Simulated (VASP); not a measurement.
Wanted: the native input for a VASP 6.6.1 run.

```yaml
Task: relaxation of cell and atoms
Functional: PBE
Dispersion: D3
Potentials_or_basis: VASP PAW PBE potentials, release 64 (Ta_pv, N)
Cutoff: 600 eV
k_mesh: 10 × 10 × 5
Occupations: fermi-dirac, width 0.05 eV
Spin: no spin polarisation
Further_INCAR_settings: ALGO = Normal; EDIFF = 1e-06; IBRION = 2; EDIFFG = -0.02; NSW = 40; ISIF = 3
```

The structure of TaN lies in POSCAR:

```
TaN
1.0
    2.9217699809      0.0000000000      0.0000000000
   -1.4608849905      2.5303270275      0.0000000000
    0.0000000000      0.0000000000      5.9165150000
Ta N
2 2
Direct
    0.0000000000      0.0000000000      0.5000000000
    0.0000000000      0.0000000000      0.0000000000
    0.3333333333      0.6666666667      0.2500000000
    0.6666666667      0.3333333333      0.7500000000
```

The cell comes from a database or a generator and needn't be the stable form of this composition.

These files were run (other wordings do the same):

INCAR

```
  ALGO = Normal
  EDIFF = 1E-6
  EDIFFG = -0.02
  ENCUT = 600
  GGA = PE
  IBRION = 2
  ISIF = 3
  ISMEAR = -1
  IVDW = 11
  LASPH = True
  LCHARG = False
  LREAL = False
  LWAVE = False
  NELM = 100
  NSW = 40
  PREC = Accurate
  SIGMA = 0.05
```

KPOINTS

```
k-points
0
Gamma
  10 10 5
```

Potentials or basis: VASP PAW PBE potentials, release 64 (Ta_pv, N).

The run is started by

```bash
$ cat potpaw_PBE.64/Ta_pv/POTCAR potpaw_PBE.64/N/POTCAR > POTCAR
$ mpirun -np 1 vasp_std > vasp.out
```

Results of the run:

- Relaxed volume: 10.74 Å³/atom
- Relaxed cell: a = 2.900 Å, b = 2.900 Å, c = 5.899 Å, α = 90.00°, β = 90.00°, γ = 120.00°
- Space group after relaxing (to 0.05 Å): P6_3/mmc (No. 194)
- Energy gained by relaxing: 3.7 meV/atom
- Ionic steps: 6
- Pressure after relaxing: 0.1 GPa
- Band gap on the k mesh: none (metal or under the smearing width)
- Dispersion energy per atom: -0.380 eV

Caveat: pairwise dispersion overbinds metals, which lowers pressure and volume.

It took 49 s on 1 thread of Intel(R) Xeon(R) 6975P-C (Granite Rapids) (shared host), peak memory 0.21 GiB.
